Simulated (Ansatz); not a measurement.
# Cu2O (Cuprite): the cost of one run

Program: Ansatz 0.2.0. Level of theory: DFT PBE, scalar-relativistic, plane waves, PAW. These are calculated values, not measurements.

The COD entry's cell or inner coordinates are ideal or old and differ from later refinements, so a difference from it is no clean test against experiment.

## Step 1: The starting structure

It takes space group Pn-3m (No. 224, cubic). The conventional cell has a = 4.298 Å, b = 4.298 Å, c = 4.298 Å, α = 90.00°, β = 90.00°, γ = 90.00°. Cu (site symmetry -3m) is surrounded by 2 O at 1.86 Å. O (site symmetry -43m) has 4 Cu at 1.86 Å as nearest neighbours.

Structure file:

```
CELL_PARAMETERS angstrom
4.29828 0.00000 0.00000
0.00000 4.29828 0.00000
0.00000 0.00000 4.29828
ATOMIC_POSITIONS crystal
Cu 0.25000 0.25000 0.25000
Cu 0.25000 0.75000 0.75000
Cu 0.75000 0.75000 0.25000
Cu 0.75000 0.25000 0.75000
O 0.00000 0.00000 0.00000
O 0.50000 0.50000 0.50000
```

An earlier run at PBE left this cell at 13.235 Å³/atom and 0.00 GPa (8×8×8 mesh).

## Step 2: Field gradients and densities at the nuclei

input.yaml

```yaml
crystal:
  lattice:
    - [4.2982801798, 0.0, 0.0]
    - [0.0, 4.2982801798, 0.0]
    - [0.0, 0.0, 4.2982801798]
  atoms:
    - { symbol: Cu, position: [0.25, 0.25, 0.25] }
    - { symbol: Cu, position: [0.25, 0.75, 0.75] }
    - { symbol: Cu, position: [0.75, 0.75, 0.25] }
    - { symbol: Cu, position: [0.75, 0.25, 0.75] }
    - { symbol: O, position: [0.0, 0.0, 0.0] }
    - { symbol: O, position: [0.5, 0.5, 0.5] }
basis:
  ecutwfc: 420
  ecutrho_ratio: 4
kpoints:
  mp_grid: { grid: [8, 8, 8] }
hamiltonian:
  xc: pbe
  pseudopotentials: { kind: paw, frozen_core: stored }
scf:
  occupations: { method: gaussian, width: 0.05 }
output:
  forces: true
  stress: true
  eigenvalues: true
  efg:
    contact_densities: true
    quadrupole_moments_barn: { Cu: -0.22, O: -0.02558 }
```

Started as:

```console
$ ansatz run input.yaml --threads 1 --pin off --max-ram 2560MiB --backend cpu --events-out ev --progress --plain --runs-dir out
```

What time and memory should one allow on 1 thread of AMD EPYC 9R45 (Zen 5), shared host?

About 3.6 s, with a peak of 0.43 GiB.
